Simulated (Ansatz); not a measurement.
CdF2: band structure with PBE

CdF2:

```
CELL_PARAMETERS angstrom
0.00000 2.69400 2.69400
2.69400 0.00000 2.69400
2.69400 2.69400 0.00000
ATOMIC_POSITIONS crystal
Cd 0.00000 0.00000 0.00000
F 0.75000 0.75000 0.75000
F 0.25000 0.25000 0.25000
```

* Program: Ansatz 0.2.0
* Task: band structure
* Functional: PBE
* Potentials or basis: Ansatz PAW
* Cutoff: 420 eV (not typed: the program's choice for these potentials)
* k mesh: 9 × 9 × 9
* Occupations: fermi-dirac, width 0.05 eV
* Spin: spin-orbit coupling, no magnetisation
* Path: [["G", "X", "W", "K", "G", "L", "U", "W", "L", "K"], ["U", "X"]]
* Points for each segment of the path: 14

```yaml
Pressure: 5.4 GPa
Band_gap_on_the_k_mesh: 3.13 eV, indirect (least direct gap 3.51 eV)
Band_gap_along_the_path: 3.10 eV, indirect (least direct gap 3.51 eV)
```

Levels at the corners of the path, in eV from the valence-band top:
```tsv
point	band 32	band 33	band 34	band 35	band 36	band 37
Γ	-0.53	-0.42	-0.42	3.10	3.10	12.29
X	-0.13	-0.05	-0.05	8.02	8.02	9.65
W	-0.61	0.00	0.00	8.09	8.09	11.45
K	-0.35	-0.19	-0.19	7.98	7.98	10.72
Γ	-0.53	-0.42	-0.42	3.10	3.10	12.29
L	-0.45	-0.33	-0.33	7.19	7.19	9.15
U	-0.35	-0.19	-0.19	7.98	7.98	10.72
W	-0.61	0.00	0.00	8.09	8.09	11.45
L	-0.45	-0.33	-0.33	7.19	7.19	9.15
K	-0.35	-0.19	-0.19	7.98	7.98	10.72
U	-0.35	-0.19	-0.19	7.98	7.98	10.72
X	-0.13	-0.05	-0.05	8.02	8.02	9.65
```

It took 16 s on 2 threads of Arm Neoverse V2, with other jobs on the host, peak memory 0.47 GiB.

Caveat: the pressure holds a Pulay correction of +0.7 GPa for the finite cutoff. As with any semilocal functional, this PBE gap is likely too small.
